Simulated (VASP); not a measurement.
# W (Im-3m) in VASP: density of states with PBE

Aim: the density of states of W with PBE.

All numbers are computed with VASP 6.6.1; they aren't measurements. Logs are shortened: lines on timing, memory, paths and dates and some standing lists are left out, and cuts for length are marked.

**1. The structure**

It takes space group Im-3m (No. 229, cubic). Conventional cell: a = 3.182 Å, b = 3.182 Å, c = 3.182 Å, α = 90.00°, β = 90.00°, γ = 90.00°. W (site symmetry m-3m) is surrounded by 8 W at 2.76 Å.

**2. Density of states, PBE**

File POSCAR:

```
W                                       
1.0
   -1.5910411880      1.5910411880      1.5910411880
    1.5910411880     -1.5910411880      1.5910411880
    1.5910411880      1.5910411880     -1.5910411880
  W             
     1
Direct
     0.0000000000000000    0.0000000000000000    0.0000000000000000
```

File INCAR.step1:

```
SYSTEM = W
PREC = Accurate
ENCUT = 520
EDIFF = 1E-7
ISMEAR = 0
SIGMA = 0.1
LREAL = .False.
LASPH = .True.
NELM = 100
ALGO = Normal
ISIF = 2
LWAVE = .False.
LCHARG = .True.
LMAXMIX = 4
GGA = PE
NBANDS = 13
```

File KPOINTS.step1:

```
Automatic mesh
0
Gamma
  4 4 4
  0 0 0
```

File INCAR.step2:

```
SYSTEM = W
PREC = Accurate
ENCUT = 520
EDIFF = 1E-7
ISMEAR = -5
SIGMA = 0.1
LREAL = .False.
LASPH = .True.
NELM = 100
ALGO = Normal
ISIF = 2
LWAVE = .False.
LCHARG = .False.
LMAXMIX = 4
GGA = PE
LORBIT = 11
NBANDS = 13
NEDOS = 1001
ICHARG = 11
```

File KPOINTS.step2:

```
Automatic mesh
0
Gamma
  6 6 6
  0 0 0
```

Potentials or basis: VASP PAW PBE potentials, release 64 (W_sv).

Launch:

```bash
cat potpaw_PBE.64/W_sv/POTCAR > POTCAR
cp INCAR.step1 INCAR
cp KPOINTS.step1 KPOINTS
mpirun -np 1 vasp_std > vasp.out
cp INCAR.step2 INCAR
cp KPOINTS.step2 KPOINTS
mpirun -np 1 vasp_std > vasp.out
```

OUTCAR:

```text
SYSTEM = W
   PREC = Accurate
   ENCUT = 520
   EDIFF = 1E-7
   ISMEAR = -5
   LREAL = .False.
   LASPH = .True.
   NELM = 100
   ISIF = 2
   GGA = PE
   LORBIT = 11
   ICHARG = 11

 ion  position               nearest neighbor table
   1  0.000  0.000  0.000-

  LATTYP: Found a body centered cubic cell.
 ALAT       =     3.1820823760

  Lattice vectors:

 A1 = (  -1.5910411880,   1.5910411880,   1.5910411880)
 A2 = (   1.5910411880,  -1.5910411880,   1.5910411880)
 A3 = (   1.5910411880,   1.5910411880,  -1.5910411880)

Analysis of symmetry for initial positions (statically):
=====================================================================
 Subroutine PRICEL returns:
 Original cell was already a primitive cell.

 Routine SETGRP: Setting up the symmetry group for a
 body centered cubic supercell.

 Subroutine GETGRP returns: Found 48 space group operations
 (whereof 48 operations were pure point group operations)
 out of a pool of 48 trial point group operations.

The static configuration has the point symmetry O_h .

Analysis of symmetry for dynamics (positions and initial velocities):
=====================================================================
 Subroutine PRICEL returns:
 Original cell was already a primitive cell.

 Routine SETGRP: Setting up the symmetry group for a
 body centered cubic supercell.

 Subroutine GETGRP returns: Found 48 space group operations
 (whereof 48 operations were pure point group operations)
 out of a pool of 48 trial point group operations.

The dynamic configuration has the point symmetry O_h .

 Subroutine INISYM returns: Found 48 space group operations
 (whereof 48 operations are pure point group operations),
 and found     1 'primitive' translations

----------------------------------------------------------------------------------------

                                     Primitive cell

  volume of cell :      16.1103

  direct lattice vectors                    reciprocal lattice vectors
    -1.591041188  1.591041188  1.591041188     0.000000000  0.314259621  0.314259621
     1.591041188 -1.591041188  1.591041188     0.314259621  0.000000000  0.314259621
     1.591041188  1.591041188 -1.591041188     0.314259621  0.314259621  0.000000000

  length of vectors
     2.755764175  2.755764175  2.755764175     0.444430217  0.444430217  0.444430217

  position of ions in fractional coordinates (direct lattice)
     0.000000000  0.000000000  0.000000000

  ion indices of the primitive-cell ions
   primitive index   ion index
                 1           1

----------------------------------------------------------------------------------------

 KPOINTS: Automatic mesh

Automatic generation of k-mesh.
 Grid dimensions read from file:
 generate k-points for:    6    6    6

 Generating k-lattice:

  Cartesian coordinates                     Fractional coordinates (reciprocal lattice)
     0.000000000  0.052376603  0.052376603     0.166666667  0.000000000  0.000000000
     0.052376603  0.000000000  0.052376603     0.000000000  0.166666667  0.000000000
     0.052376603  0.052376603  0.000000000     0.000000000  0.000000000  0.166666667

  Length of vectors
     0.074071703  0.074071703  0.074071703

  Shift w.r.t. Gamma in fractional coordinates (k-lattice)
     0.000000000  0.000000000  0.000000000

 TETIRR: Found    191 inequivalent tetrahedra from     1296

 Subroutine IBZKPT returns following result:
 ===========================================

 Found     16 irreducible k-points:

 Following reciprocal coordinates:
            Coordinates               Weight
  0.000000  0.000000  0.000000      1.000000
  0.166667  0.000000  0.000000     12.000000
  0.333333  0.000000  0.000000     12.000000
  0.500000  0.000000  0.000000      6.000000
  0.166667  0.166667  0.000000     24.000000
  0.333333  0.166667  0.000000     48.000000
[... 8 lines left out ...]
  0.500000  0.500000  0.333333     12.000000
  0.500000  0.500000  0.500000      1.000000
   k-points           NKPTS =     16   k-points in BZ     NKDIM =     16   number of bands    NBANDS=     13
   number of dos      NEDOS =   1001   number of ions     NIONS =      1
   total plane-waves  NPLWV =   8000
   dimension x,y,z NGX =    20 NGY =   20 NGZ =   20
   dimension x,y,z NGXF=    40 NGYF=   40 NGZF=   40
   ions per type =               1
   NGX,Y,Z   is equivalent  to a cutoff of  12.07, 12.07, 12.07 a.u.
   NGXF,Y,Z  is equivalent  to a cutoff of  24.13, 24.13, 24.13 a.u.
 SYSTEM =  W
   PREC   = accura    normal or accurate (medium, high low for compatibility)
   ISTART =      0    job   : 0-new  1-cont  2-samecut
   ICHARG =     11    charge: 1-file 2-atom 10-const
   ISPIN  =      1    spin polarized calculation?
   LNONCOLLINEAR =      F non collinear calculations
   LSORBIT =      F    spin-orbit coupling
   LASPH  =      T    aspherical Exc in radial PAW
   ENCUT  =  520.0 eV  38.22 Ry    6.18 a.u.   5.12  5.12  5.12*2*pi/ulx,y,z
   NELM   =    100;   NELMIN=  2; NELMDL=  0     # of ELM steps
   EDIFF  = 0.1E-06   stopping-criterion for ELM
   LREAL  =      F    real-space projection
   EDIFFG = 0.1E-05   stopping-criterion for IOM
   NSW    =      0    number of steps for IOM
   IBRION =     -1    ionic relax: 0-MD 1-quasi-New 2-CG
   NFREE  =      0    steps in history (QN), initial steepest desc. (CG)
   ISIF   =      2    stress and relaxation
   ISYM   =      2    0-nonsym 1-usesym 2-fastsym
   POTIM  = 0.5000    time-step for ionic-motion
   TEBEG  =    0.0;   TEEND  =   0.0 temperature during run
   PSTRESS=    0.0 pullay stress
   NELECT =      14.0000    total number of electrons
   NUPDOWN=      -1.0000    fix difference up-down
   EMIN   =  10.00;   EMAX   =-10.00  energy-range for DOS
   EFERMI =   0.00;   METHOD = LEGACY
   ISMEAR =    -5;   SIGMA  =   0.10  broadening in eV -4-tet -1-fermi 0-gaus
   EFERMI_NEDOS =   21; number of points for ismear=-14 and -15
   IALGO  =     38    algorithm
   IMIX   =      4    mixing-type and parameters
     AMIX     =   0.40;   BMIX     =  1.00
     AMIX_MAG =   1.60;   BMIX_MAG =  1.00
  volume/ion in A,a.u.               =      16.11       108.72
  Fermi-wavevector in a.u.,A,eV,Ry     =   1.562246  2.952217 33.206550  2.440613
  Thomas-Fermi vector in A             =   2.665193
   LORBIT       =     11    0 simple, 1 ext, 2 COOP (PROOUT), +10 PAW based schemes
   GGA     = PE    functional components
   LHFCALC =     F    Hartree Fock is set to
   AEXX    =    0.0000 exact exchange contribution
   IVDW    =     0    specifies the selected vdW correction
   LEPSILON=     F    determine dielectric tensor
   LRPA    =     F    only Hartree local field effects (RPA)
 non-spin polarized calculation
 Fermi weights with tetrahedron method with Bloechl corrections
  energy-cutoff  :      520.00
  volume of cell :       16.11
 maximum number of plane-waves:       466

 number of electron      14.0000001 magnetization

 Free energy of the ion-electron system (eV)
  ---------------------------------------------------
  ext. energy  EPLUGINS =         0.00000000
  ---------------------------------------------------
  free energy    TOTEN  =       -12.94700381 eV

  energy without entropy =      -12.94700381  energy(sigma->0) =      -12.94700381

 E-fermi :  11.4360     XC(G=0): -13.5275

 val. band max:       12.1670702891   @ k =  -0.3333   0.3333   0.3333
 cond. band min:      11.2651787746   @ k =  -0.1667   0.1667   0.1667
 fundamental gap:     -0.9018915145
 Fermi energy:        11.4360041199

 k-point     1 :       0.0000    0.0000    0.0000
  band No.  band energies     occupation
      1     -62.8450      2.00000
      2     -26.4451      2.00000
      3     -26.4451      2.00000
      4     -26.4451      2.00000
      5       1.6595      2.00000
      6      10.0816      2.00000
      7      10.0816      2.00000
      8      10.0816      2.16902
      9      13.4958     -0.00466
     10      13.4958      0.00000
     11      25.6742      0.00000
     12      25.6742      0.00000
     13      25.6742      0.00000

 k-point     2 :       0.1667    0.0000    0.0000
  band No.  band energies     occupation
      1     -62.8138      2.00000
      2     -26.7711      2.00000
      3     -26.5481      2.00000
      4     -26.4467      2.00000
      5       2.8856      2.00000
      6       9.3858      2.00000
      7       9.7691      2.00000
      8      11.3288      0.99305
      9      12.8116     -0.00036
     10      13.5419      0.00000
     11      26.3928      0.00000
     12      27.8085      0.00000
     13      27.9417      0.00000

 k-point     3 :       0.3333    0.0000    0.0000
  band No.  band energies     occupation
      1     -62.7511      2.00000
      2     -27.3846      2.00000
      3     -26.7484      2.00000
      4     -26.4500      2.00000
      5       4.8824      2.00000
      6       8.2547      2.00000
      7       9.7625      2.00191
      8      13.2466     -0.07849
      9      13.9373     -0.00069
     10      14.6280      0.00000
     11      24.4060      0.00000
     12      25.2260      0.00000
     13      32.0756      0.00000
[... 177 lines left out ...]
 k-point    15 :       0.5000    0.5000    0.3333
  band No.  band energies     occupation
      1     -62.6493      2.00000
      2     -27.4013      2.00000
      3     -27.1955      2.00000
      4     -27.1029      2.00000
      5       6.1854      2.00000
      6       6.4836      2.00000
      7      12.5927      0.53582
      8      12.7572      0.00000
      9      16.5836      0.00000
     10      19.0470      0.00000
     11      20.7008      0.00000
     12      22.9804      0.00000
     13      30.4482      0.00000

 k-point    16 :       0.5000    0.5000    0.5000
  band No.  band energies     occupation
      1     -62.6258      2.00000
      2     -27.3073      2.00000
      3     -27.3073      2.00000
      4     -27.3073      2.00000
      5       5.5249      2.00000
      6       5.5249      2.00000
      7      16.3576     -0.16224
      8      16.3576      0.00000
      9      16.3576      0.00000
     10      19.3403      0.00000
     11      19.3403      0.00000
     12      19.3403      0.00000
     13      27.1031      0.00000

------------------------ aborting loop because EDIFF is reached ----------------------------------------

  FORCE on cell =-STRESS in cart. coord.  units (eV):
  Direction    XX          YY          ZZ          XY          YZ          ZX
  --------------------------------------------------------------------------------------
  -------------------------------------------------------------------------------------
  Total       -0.6914986     -0.6914986     -0.6914986     -0.0000000     -0.0000000      0.0000000
  in kB      -68.7697761    -68.7697761    -68.7697761     -0.0000000     -0.0000000      0.0000000
  external PRESSURE =     -68.7697761 kB  Pullay stress =       0.0000000 kB

 VOLUME and BASIS-vectors are now :
 -----------------------------------------------------------------------------
  energy-cutoff  :      520.00
  volume of cell :       16.11
      direct lattice vectors                 reciprocal lattice vectors
    -1.591041188  1.591041188  1.591041188     0.000000000  0.314259621  0.314259621
     1.591041188 -1.591041188  1.591041188     0.314259621  0.000000000  0.314259621
     1.591041188  1.591041188 -1.591041188     0.314259621  0.314259621  0.000000000

 POSITION                                       TOTAL-FORCE (eV/Angst)
 -----------------------------------------------------------------------------------
      0.00000      0.00000      0.00000         0.000000      0.000000     -0.000000
 -----------------------------------------------------------------------------------
    total drift:                                0.000000      0.000000     -0.000000

  FREE ENERGIE OF THE ION-ELECTRON SYSTEM (eV)
  ---------------------------------------------------
  free  energy   TOTEN  =       -12.9470038121 eV

  energy  without entropy=      -12.9470038121  energy(sigma->0) =      -12.94700381

 total charge

# of ion       s       p       d       tot
------------------------------------------
    1        2.396   6.346   3.299  12.041
```

It took 3 s on 1 thread of Intel Xeon 6975P-C (Granite Rapids), shared host; peak memory 0.12 GiB.

Results:

* Valence electrons inside the program's atomic spheres: W 12.04

Levels at points of the mesh, in eV from the Fermi level:
```csv
k point,band 4,band 5,band 6,band 7,band 8,band 9,band 10,band 11
"(0.00, 0.00, 0.00)",-37.88,-9.78,-1.35,-1.35,-1.35,2.06,2.06,14.24
"(0.50, 0.00, 0.00)",-37.89,-6.37,-3.66,0.40,1.95,2.92,5.89,10.67
"(0.50, 0.50, 0.50)",-38.74,-5.91,-5.91,4.92,4.92,4.92,7.90,7.90
```

States per cell in windows of 0.5 eV (zero at the Fermi level; states under -8 eV left out):
| from (eV) | total | W1_d | W1_p | W1_s |
| --- | --- | --- | --- | --- |
| -8.0 | 0.06 | 0.00 | 0.00 | 0.02 |
| -7.5 | 0.06 | 0.01 | 0.00 | 0.02 |
| -7.0 | 0.11 | 0.02 | 0.01 | 0.03 |
| -6.5 | 0.23 | 0.06 | 0.01 | 0.06 |
| -6.0 | 0.38 | 0.14 | 0.02 | 0.07 |
| -5.5 | 0.45 | 0.20 | 0.03 | 0.06 |
| -5.0 | 0.53 | 0.26 | 0.03 | 0.05 |
| -4.5 | 0.30 | 0.17 | 0.02 | 0.02 |
| -4.0 | 0.34 | 0.23 | 0.02 | 0.00 |
| -3.5 | 0.91 | 0.64 | 0.04 | 0.00 |
| -3.0 | 0.41 | 0.28 | 0.02 | 0.00 |
| -2.5 | 0.78 | 0.48 | 0.07 | 0.01 |
| -2.0 | 0.92 | 0.54 | 0.10 | 0.01 |
| -1.5 | 0.17 | 0.09 | 0.03 | 0.00 |
| -1.0 | 0.12 | 0.07 | 0.01 | 0.00 |
| -0.5 | 0.12 | 0.09 | 0.01 | 0.00 |
| 0.0 | 0.24 | 0.19 | 0.01 | 0.00 |
| 0.5 | 0.45 | 0.35 | 0.02 | 0.01 |
| 1.0 | 0.70 | 0.54 | 0.03 | 0.01 |
| 1.5 | 0.55 | 0.46 | 0.01 | 0.01 |
| 2.0 | 0.44 | 0.38 | 0.01 | 0.00 |
| 2.5 | 1.10 | 0.95 | 0.02 | 0.01 |
| 3.0 | 0.58 | 0.49 | 0.02 | 0.02 |
| 3.5 | 0.29 | 0.23 | 0.01 | 0.01 |
| 4.0 | 0.20 | 0.16 | 0.01 | 0.01 |
| 4.5 | 0.22 | 0.17 | 0.02 | 0.01 |
| 5.0 | 0.21 | 0.15 | 0.02 | 0.01 |
| 5.5 | 0.19 | 0.12 | 0.02 | 0.01 |
| 6.0 | 0.27 | 0.16 | 0.04 | 0.02 |
| 6.5 | 0.26 | 0.13 | 0.03 | 0.04 |
| 7.0 | 0.29 | 0.12 | 0.04 | 0.07 |
| 7.5 | 0.07 | 0.01 | 0.02 | 0.01 |

Caveat: the k mesh is coarse (spacing up to 0.70 Å⁻¹), so the values aren't converged; tetrahedron occupations give inexact forces and stress in metals. The run has no spin-orbit coupling, so splittings on W are missing.
